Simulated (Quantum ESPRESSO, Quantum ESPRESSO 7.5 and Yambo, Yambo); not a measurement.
# InP (F-43m): G0W0 with Yambo, start to end

How does a plane-wave GW calculation on InP (F-43m) run from the first input to the gap?

Calculated with Quantum ESPRESSO 7.5 and Yambo 5.3.0; PBE and many-body steps on it, plane waves.

Report form: the programs' logs are mostly left out.

## (1) The structure

The structure is cubic, space group F-43m (No. 216). The conventional cell has a = 5.869 Å, b = 5.869 Å, c = 5.869 Å, α = 90.00°, β = 90.00°, γ = 90.00°. Nearest to In lie 4 P at 2.54 Å. Nearest to P lie 4 In at 2.54 Å. Farther neighbours are not listed.

Coordinates:

```cif
data_structure
_symmetry_space_group_name_H-M 'F-43m'
_symmetry_Int_Tables_number 216
_cell_length_a 5.8687
_cell_length_b 5.8687
_cell_length_c 5.8687
_cell_angle_alpha 90.000
_cell_angle_beta 90.000
_cell_angle_gamma 90.000
_cell_volume 202.13
loop_
_atom_site_label
_atom_site_type_symbol
_atom_site_symmetry_multiplicity
_atom_site_Wyckoff_symbol
_atom_site_fract_x
_atom_site_fract_y
_atom_site_fract_z
_atom_site_occupancy
In1 In 4 a 0.00000 0.00000 0.00000 1
P1 P 4 d 0.25000 0.25000 0.75000 1
```

The cell and positions come from the Crystallography Open Database and are kept as given unless a step says otherwise.

## (2) Ground state

This step: Quantum ESPRESSO 7.5; DFT, PBE, plane waves, norm-conserving pseudopotentials.

The ground-state density comes first.

File pw.in:

```
&control
  calculation = 'scf'
  prefix = 'x'
  outdir = 'o'
  pseudo_dir = 'pseudo'
/
&system
  ibrav = 0
  nat = 2
  ntyp = 2
  ecutwfc = 80.0
  nbnd = 18
  force_symmorphic = .true.
/
&electrons
  conv_thr = 1e-10
  electron_maxstep = 80
  mixing_beta = 0.5
/
ATOMIC_SPECIES
  In 114.82 In.upf
  P 30.974 P.upf
CELL_PARAMETERS angstrom
  -0.0000000000 2.9343500000 2.9343500000
  2.9343500000 -0.0000000000 2.9343500000
  2.9343500000 2.9343500000 -0.0000000000
ATOMIC_POSITIONS crystal
  In 0.0000000000 0.0000000000 0.0000000000
  P 0.2500000000 0.2500000000 0.2500000000
K_POINTS automatic
  6 6 6 0 0 0
```

Run with:

```bash
> OMP_NUM_THREADS=1 mpirun -n 4 pw.x -nk 4 -in pw.in > pw.out
```

Wall time 4.9 s (4 MPI ranks of Intel Xeon Platinum 8559C (Emerald Rapids), shared host); peak memory 0.3 GiB.

This step gave:

* total energy: -5616.0446 eV
* gap: 0.6864 eV
* k of the valence top: 0, 0, 0
* k of the conduction bottom: 0, 0, 0
* least direct gap: 0.6864 eV

The gap is direct, at Γ.

## (3) Bands along the symmetry lines

Levels along a band path, at the cheap level, show where the edges lie and whether the meshes to come will hold them.

File pw.in:

```
&control
  calculation = 'bands'
  prefix = 'x'
  outdir = 'o'
  pseudo_dir = 'pseudo'
/
&system
  ibrav = 0
  nat = 2
  ntyp = 2
  ecutwfc = 80.0
  nbnd = 19
  force_symmorphic = .true.
/
&electrons
  conv_thr = 1e-9
  electron_maxstep = 80
  diago_full_acc = .true.
  diago_thr_init = 5e-6
/
ATOMIC_SPECIES
  In 114.82 In.upf
  P 30.974 P.upf
CELL_PARAMETERS angstrom
  -0.0000000000 2.9343500000 2.9343500000
  2.9343500000 -0.0000000000 2.9343500000
  2.9343500000 2.9343500000 -0.0000000000
ATOMIC_POSITIONS crystal
  In 0.0000000000 0.0000000000 0.0000000000
  P 0.2500000000 0.2500000000 0.2500000000
K_POINTS crystal
  50
  0.00000000 0.00000000 0.00000000 1
  -0.06250000 -0.06250000 0.00000000 1
  -0.12500000 -0.12500000 0.00000000 1
  -0.18750000 -0.18750000 0.00000000 1
  -0.25000000 -0.25000000 0.00000000 1
  -0.31250000 -0.31250000 0.00000000 1
  -0.37500000 -0.37500000 0.00000000 1
  -0.43750000 -0.43750000 0.00000000 1
  -0.50000000 -0.50000000 0.00000000 1
  -0.48437500 -0.48437500 0.03125000 1
  -0.46875000 -0.46875000 0.06250000 1
  -0.45312500 -0.45312500 0.09375000 1
  -0.43750000 -0.43750000 0.12500000 1
  -0.42187500 -0.42187500 0.15625000 1
  -0.40625000 -0.40625000 0.18750000 1
  -0.39062500 -0.39062500 0.21875000 1
  -0.37500000 -0.37500000 0.25000000 1
  -0.37500000 0.00000000 0.37500000 1
  -0.32812500 0.00000000 0.32812500 1
  -0.28125000 0.00000000 0.28125000 1
  -0.23437500 0.00000000 0.23437500 1
  -0.18750000 0.00000000 0.18750000 1
  -0.14062500 0.00000000 0.14062500 1
  -0.09375000 0.00000000 0.09375000 1
  -0.04687500 0.00000000 0.04687500 1
  0.00000000 0.00000000 0.00000000 1
  0.00000000 0.00000000 0.06250000 1
  0.00000000 0.00000000 0.12500000 1
  0.00000000 0.00000000 0.18750000 1
  0.00000000 0.00000000 0.25000000 1
  0.00000000 0.00000000 0.31250000 1
  0.00000000 0.00000000 0.37500000 1
  0.00000000 0.00000000 0.43750000 1
  -0.00000000 -0.00000000 0.50000000 1
  -0.06250000 -0.03125000 0.46875000 1
  -0.12500000 -0.06250000 0.43750000 1
  -0.18750000 -0.09375000 0.40625000 1
  -0.25000000 -0.12500000 0.37500000 1
  -0.31250000 -0.15625000 0.34375000 1
  -0.37500000 -0.18750000 0.31250000 1
  -0.43750000 -0.21875000 0.28125000 1
  -0.50000000 -0.25000000 0.25000000 1
  -0.50000000 -0.28125000 0.21875000 1
  -0.50000000 -0.31250000 0.18750000 1
  -0.50000000 -0.34375000 0.15625000 1
  -0.50000000 -0.37500000 0.12500000 1
  -0.50000000 -0.40625000 0.09375000 1
  -0.50000000 -0.43750000 0.06250000 1
  -0.50000000 -0.46875000 0.03125000 1
  -0.50000000 -0.50000000 0.00000000 1
```

The job ended after 4 s (4 MPI ranks; peak memory 0.27 GiB).

Numbers from this step:

```
gap                        : 0.6864 eV
k of the valence top       : 0, 0, 0
k of the conduction bottom : 0, 0, 0
least direct gap           : 0.6864 eV
```

The gap is 0.686 eV, as in the run before at this level.

The electronic bands at the labelled points (eV, zero at the top of the highest filled band):

```tsv
point	band 10	band 11	band 12	band 13	band 14	band 15	band 16	band 17
Γ	-11.49	0.00	0.00	0.00	0.69	4.09	4.09	4.09
halfway	-10.60	-3.33	-1.40	-1.40	2.49	3.12	6.37	6.37
X	-9.13	-5.73	-2.31	-2.31	1.77	2.27	9.20	9.56
halfway	-9.12	-5.70	-2.73	-2.21	2.04	2.87	8.38	8.70
U	-9.14	-5.59	-3.29	-1.93	2.36	4.38	7.50	7.53
jump to K	-9.14	-5.59	-3.29	-1.93	2.36	4.38	7.50	7.53
halfway	-10.51	-3.79	-2.00	-0.57	2.82	4.69	4.99	5.21
Γ	-11.49	0.00	0.00	0.00	0.69	4.09	4.09	4.09
halfway	-10.82	-3.44	-0.55	-0.55	1.78	4.79	4.79	5.32
L	-9.78	-5.71	-0.96	-0.96	1.49	4.80	4.80	7.11
halfway	-9.47	-5.53	-2.68	-1.62	3.16	4.19	5.87	7.21
W	-9.06	-5.58	-2.94	-2.89	4.29	4.37	5.56	6.21
halfway	-9.09	-5.66	-2.64	-2.63	2.69	3.10	7.65	7.73
X	-9.13	-5.73	-2.31	-2.31	1.77	2.27	9.20	9.56
```

## (4) Empty states on the mesh, 4×4×4 mesh, 609 bands

The sums over transitions need many empty states on a uniform mesh; this step solves for them.

File pw.in:

```
&control
  calculation = 'nscf'
  prefix = 'x'
  outdir = 'o'
  pseudo_dir = 'pseudo'
/
&system
  ibrav = 0
  nat = 2
  ntyp = 2
  ecutwfc = 80.0
  nbnd = 609
  force_symmorphic = .true.
/
&electrons
  conv_thr = 1e-9
  electron_maxstep = 80
  diago_full_acc = .true.
  diago_thr_init = 5e-6
/
ATOMIC_SPECIES
  In 114.82 In.upf
  P 30.974 P.upf
CELL_PARAMETERS angstrom
  -0.0000000000 2.9343500000 2.9343500000
  2.9343500000 -0.0000000000 2.9343500000
  2.9343500000 2.9343500000 -0.0000000000
ATOMIC_POSITIONS crystal
  In 0.0000000000 0.0000000000 0.0000000000
  P 0.2500000000 0.2500000000 0.2500000000
K_POINTS automatic
  4 4 4 0 0 0
```

It took 65 s on 4 MPI ranks; peak memory 1.3 GiB; 4.3 min of CPU time.

This step gave:

- gap: 0.6864 eV
- k of the valence top: 0, 0, 0
- k of the conduction bottom: 0, 0, 0
- least direct gap: 0.6864 eV
- k points computed: 8
- lowest point of the top converged band, above the valence top: 287.7155 eV

On this mesh the gap is 0.686 eV.

## (5) Conversion and set-up

This step: Yambo 5.3.0; conversion and set-up on PBE, plane waves, norm-conserving pseudopotentials.

The states are converted to the many-body program's format and the q mesh is built.

Run with:

```bash
> (cd o/x.save; p2y > p2y.log; mv SAVE ../..); yambo > setup.log
```

Elapsed: 3.3 s, on 1 MPI rank; peak memory 0.25 GiB.

## (6) Screening and self-energy, 4×4×4 mesh, 609 bands, screening to 353.7 eV

Now the one-shot GW correction: screening in the RPA, then the self-energy of the levels asked for.

This step: G0W0 on PBE, plane waves, norm-conserving pseudopotentials.

File gw3.in:

```
HF_and_locXC
gw0
dyson
ppa
em1d
rim_cut
RandQpts= 1000000
RandGvec= 1 RL
EXXRLvcs= 80 Ry
VXCRLvcs= 320 Ry
Chimod= "HARTREE"
% BndsRnXp
 1 | 609 |
%
NGsBlkXp= 26 Ry
% LongDrXp
 1 | 1 | 1 |
%
% GbndRnge
 1 | 609 |
%
DysSolver= "n"
ExtendOut
PPAPntXp= 27.21138 eV
% QPkrange
 1 | 1 | 12 | 15 |
%
```

Run with:

```bash
> OMP_NUM_THREADS=1 mpirun -n 4 yambo -F gw3.in -J gw3 -C gw3 > gw3.log
```

Wall time 40 min (4 MPI ranks); peak memory 3.3 GiB.

This step gave:

| Item | Value |
| --- | --- |
| G0W0 gap on the points computed | 1.387 eV |
| starting gap on the mesh | 0.6864 eV |
| k of the valence top | 0, 0, 0 |
| k of the conduction bottom | 0, 0, 0 |
| least direct G0W0 gap on the computed points | 1.387 eV |
| Z at the valence top | 0.7796 |
| Z at the conduction bottom | 0.7932 |

The gap on the mesh goes from 0.69 eV to 1.39 eV, a correction of +0.70 eV.

Limits: finite bands, cutoff and mesh; no spin-orbit coupling; coarse k mesh. v1 is the top filled band, c1 the lowest empty one. The levels before and after the correction (eV, zero at the valence-band top of each column):

```tsv
	conduction bottom	valence top
Kohn-Sham	0.69	0.00
G0W0	1.39	0.00
```

```tsv
	level	energy (eV)
Kohn-Sham	Γ v2-v1	0.000
Kohn-Sham	Γ c1	0.686
Kohn-Sham	Γ c2	4.089
G0W0	Γ v2-v1	0.000
G0W0	Γ c1	1.387
G0W0	Γ c2	4.926
```

## (7) Where the time went

Times are wall times on the hardware named with each run, good to a factor of about two.

```tsv
step	time	share	memory (GiB)
ground state	4.9 s	0 %	0.3
bands along the symmetry lines	4 s	0 %	0.27
empty states on the mesh	65 s	3 %	1.3
conversion and set-up	3.3 s	0 %	0.25
screening and self-energy	40 min	97 %	3.3
```

## (8) Results

| Property | Result |
| --- | --- |
| PBE gap | 0.69 eV, direct |
| G0W0 gap on the mesh | 1.39 eV |
| GW settings | 4×4×4 mesh, 609 bands, screening to 353.7 eV, Godby-Needs plasmon pole |
| known limits | not at the basis limit; no spin-orbit coupling; coarse k mesh |

In words: G0W0 moves the gap on the mesh from 0.69 eV to 1.39 eV (+0.70 eV), with Z of 0.78 and 0.79 at the edges. Only 1 of the mesh's irreducible points was corrected, so a valley elsewhere could overtake. The dearest step here is «screening and self-energy». Bands and cutoff are finite, so the gap is not at the basis limit. The miss can reach some tenths of an eV and take either sign; the mesh is an error of its own. In the G0W0 run levels were corrected at 1 k point alone, so a gap called «on the mesh» is the least over those, and an edge elsewhere would be missed. The 4×4×4 mesh is coarse for this cell, which bears on the long-range parts of exchange and screening. The many-body steps are scalar-relativistic: spin-orbit coupling is not in them.

[Paths, hosts, dates, memory and timing lines, banners, echoed tables and standing remarks are left out of the program output.]

[Logs are printed without paths, hosts, clocks, repeated set-up lines and the standing remarks that a program may print on its own settings, such as how far it seeks lower states.]

[Runs of the session that timed out or met a known fault of the program may be left out.]

[Hosts, paths, dates, database ids (printed as entryN), source tags and the programs' standing remarks are cut or masked in the printed files.]
